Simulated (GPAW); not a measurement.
Here is a GPAW 26.7.0 calculation.

Contents of run.py:

```python
from ase.dft.bandgap import bandgap
from ase.io import read, write
from ase.units import GPa
from gpaw import GPAW, PW

atoms = read('POSCAR')

calc = GPAW(mode=PW(500),
            xc='PBE',
            kpts={'size': (6, 6, 3), 'gamma': True},
            occupations={'name': 'fermi-dirac', 'width': 0.05},
            nbands=31,
            maxiter=120,
            txt='gpaw.txt')
atoms.calc = calc
energy = atoms.get_potential_energy()
forces = atoms.get_forces()
stress = atoms.get_stress()
calc.write('gs.gpw')
write('result.traj', atoms)
print(f'Energy: {energy:.6f} eV')
print('Forces (eV/A):')
print(forces.round(4))
print('Stress (GPa):', (stress / GPa).round(3))
print('Fermi level:', round(calc.get_fermi_level(), 4), 'eV')
print(f'Gap: {bandgap(calc)[0]:.4f} eV, direct: {bandgap(calc, direct=True)[0]:.4f} eV')
```

Contents of POSCAR:

```
CdSe
1.0
    4.3000000000      0.0000000000      0.0000000000
   -2.1500000000      3.7239092363      0.0000000000
    0.0000000000      0.0000000000      7.0200000000
Cd Se
2 2
Direct
    0.6666666667      0.3333333333      0.5000000000
    0.3333333333      0.6666666667      0.0000000000
    0.6666666667      0.3333333333      0.8850000000
    0.3333333333      0.6666666667      0.3850000000
```

Potentials or basis: GPAW PAW data sets (gpaw-data 1.2.1), pw.

Launch:

```sh
$ OMP_NUM_THREADS=1 python run.py
```

Problem. Predict the largest force.

Solution. 0.282 eV/Å.

Problem. What does it give for the band gap on the k mesh?

Solution. 0.70 eV, direct.

Problem. Predict the pressure.

Solution. 2.5 GPa.

Stress tensor (GPa, compression positive):
```
3.20 0.00 0.00
0.00 3.20 0.00
0.00 0.00 1.21
```

Caveat: the cutoff is short for stress and forces, so pressures can be off by a GPa or more.

**Measured values to compare with.**

A printed reference work, data compilation reports, for a bulk crystal of CdSe at 2 K: band gap 1.841 eV.

A measured gap of CdSe is 1.841 eV (2 K; a printed reference work, data compilation); the calculated 0.70 eV misses it by -1.15 eV. So large a miss can be the level of theory's own, or it may mean another phase, state or a wrong row. Spin-orbit coupling on Cd, Se is left out. The value is that of PBE, without temperature or zero-point motion. Semilocal functionals fall short of measured gaps as a rule.
